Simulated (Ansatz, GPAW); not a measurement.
CoO: 3 runs at one level of theory

```xyz
2
Lattice="0.0000 2.1315 2.1315 2.1315 0.0000 2.1315 2.1315 2.1315 0.0000" Properties=species:S:1:pos:R:3 pbc="T T T"
Co    0.0000    0.0000    0.0000
O     2.1315    2.1315    2.1315
```

Alike in all runs: task single point; functional PBE; k mesh 11 × 11 × 11; occupations gaussian, width 0.011 eV; collinear spin, ferromagnetic start; no spin-orbit coupling. The measured crystal is an antiferromagnetic insulator; the state found here is the runs' own. Pressure is positive in compression and, in plane waves, holds the error of the finite cutoff, which Ansatz's Pulay term estimates and takes out.

```csv
program and potentials,plane-wave cutoff (eV),notes,pressure (GPa),net moment per atom (μB)
"Ansatz, Ansatz PAW",420,11.5 valence electrons an atom on average; Pulay term of +0.74 GPa included,-1.53,1.50
"Ansatz, all-electron LAPW, scalar-relativistic",-,-,-1.65,1.49
"GPAW, GPAW PAW data sets (gpaw-data 1.2.1)",800,7.5 valence electrons an atom on average,-1.02,1.50
```

The pressure spans -1.65 (Ansatz, all-electron LAPW, scalar-relativistic) to -1.02 GPa (GPAW, GPAW PAW data sets (gpaw-data 1.2.1)), with all-electron results at -1.65. The net moment per atom spans 1.49 (Ansatz, all-electron LAPW, scalar-relativistic) to 1.50 μB (Ansatz, Ansatz PAW), with all-electron results at 1.49. The state is the one that the start led to, which needn't be the lowest.

Differences between rows come from potentials, basis sets and numerical settings, since the functional is the same but for its coding. Runs on potential files found faulty are left out.
